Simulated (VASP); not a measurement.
Input of a VASP 6.6.1 run:

run.py

```python
from ase import Atoms
from ase.calculators.vasp import Vasp
from ase.dft.bandgap import bandgap

atoms = Atoms(
    ['Se', 'Zn'],
    cell=[[0.0, 2.8338, 2.8338], [2.8338, 0.0, 2.8338], [2.8338, 2.8338, 0.0]],
    scaled_positions=[[0.75, 0.75, 0.75], [0.0, 0.0, 0.0]],
    pbc=True,
)
calc = Vasp(
    directory='calc',
    xc='pbe',
    pp='PBE',
    setups='recommended',
    pp_version='54',
    prec='Accurate',
    encut=520,
    ediff=1e-06,
    ismear=0,
    sigma=0.05,
    lreal=False,
    lasph=True,
    nelm=100,
    algo='Normal',
    isif=2,
    lwave=False,
    lcharg=False,
    kpts=[8, 8, 8],
    gamma=True,
    nbands=16,
)
atoms.calc = calc

print('energy (eV):', atoms.get_potential_energy())
print('free energy (eV):', atoms.get_potential_energy(force_consistent=True))
print('forces (eV/A):')
print(atoms.get_forces())
print('stress (eV/A^3, Voigt):', atoms.get_stress())
print('Fermi level (eV):', calc.get_fermi_level())
gap, top, bottom = bandgap(calc)
print('band gap (eV):', gap, 'from (spin, k, band)', top, 'to', bottom)
```

Potentials or basis: VASP PAW PBE potentials, release 54 (Se, Zn).

Run with:

```bash
$ python run.py
```

(1) Predict the band gap on the k mesh.

(2) Estimate the pressure.

Results:

(1) 1.29 eV, direct.

(2) 2.3 GPa.

**Measured values to compare with.**

“Alloy Disordering Effects on the Thermal Conductivity and Energy Gap Temperature Dependence of Cd1−xZnxSe Ternary Crystals Grown by the Bridgman Method”, 2023, pmc:10253836 reports, for a bulk crystal of ZnSe at 300 K: band gap 2.695 ± 0.003 eV (an exciton energy, a little under the gap).

Against the measured gap of ZnSe, 2.695 eV (an exciton energy, a little under the gap; 300 K; “Alloy Disordering Effects on the Thermal Conductivity and Energy Gap Temperature Dependence of Cd1−xZnxSe Ternary Crystals Grown by the Bridgman Method”, 2023, pmc:10253836), the calculated 1.29 eV is off by -1.40 eV. So large a miss can be the level of theory's own, or it may mean another phase, state or a wrong row. Spin-orbit coupling on Se is left out. The value is that of PBE, without temperature or zero-point motion. Semilocal functionals fall short of measured gaps as a rule.
